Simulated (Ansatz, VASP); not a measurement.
**Two plane-wave programs on BeS**

```
Be S
1.0
     2.94139    0.00000    0.00000
     0.00000    2.94139    0.00000
     0.00000    0.00000    2.94139
Be S
1 1
Direct
  0.00000 0.00000 0.00000
  0.50000 0.50000 0.50000
```

Alike in both runs: task single point; functional PBE; k mesh 6 × 6 × 6; no spin polarisation.

|  | VASP | Ansatz |
| --- | --- | --- |
| version | VASP 6.6.1 | Ansatz 0.2.0 |
| potentials or method | VASP PAW PBE potentials, release 64 (Be, S) | plane waves |
| plane-wave cutoff (eV) | 520 | 420 |
| occupations | methfessel-paxton of order 1, width 0.5 eV | cold, width 0.5 eV |
| valence electrons in the cell | 8 | 8 |

```tsv
	VASP	Ansatz	Ansatz less VASP
pressure (GPa)	-1.9	-1.8	+0.14
```
